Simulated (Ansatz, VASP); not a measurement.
## One calculation of Cs, two programs

```
Cs
1.0
    -3.05273    3.02250    3.02250
     3.02250   -3.05273    3.02250
     3.02250    3.02250   -3.05273
Cs
1
Direct
  0.00000 0.00000 0.00000
```

Change from the starting cell: equal xy, yz and zx shear strains of -1 %, crystal datasets.

Alike in both runs: task electric field gradients; functional LDA; k mesh 9 × 9 × 9; occupations fermi-dirac, width 0.05 eV; no spin polarisation.

|  | VASP | Ansatz |
| --- | --- | --- |
| version | VASP 6.6.1 | Ansatz 0.2.0 |
| potentials or method | VASP PAW LDA potentials, release 64 (Cs_sv), cutoff 520 eV | all-electron PAW with datasets made for the crystal, scalar-relativistic |

```csv
,VASP,Ansatz,Ansatz less VASP
pressure (GPa),-0.3,-0.3,+0.01
Vzz of the field gradient on the site that differs most (V/Å²),0.8,0.8,+0.02
```

Ansatz ran all-electron here, so the differences hold the error of VASP's frozen core and of both bases. Ansatz warned: «gradients_without_spin_orbit».

The runs have no spin-orbit coupling, so splittings on Cs are missing.
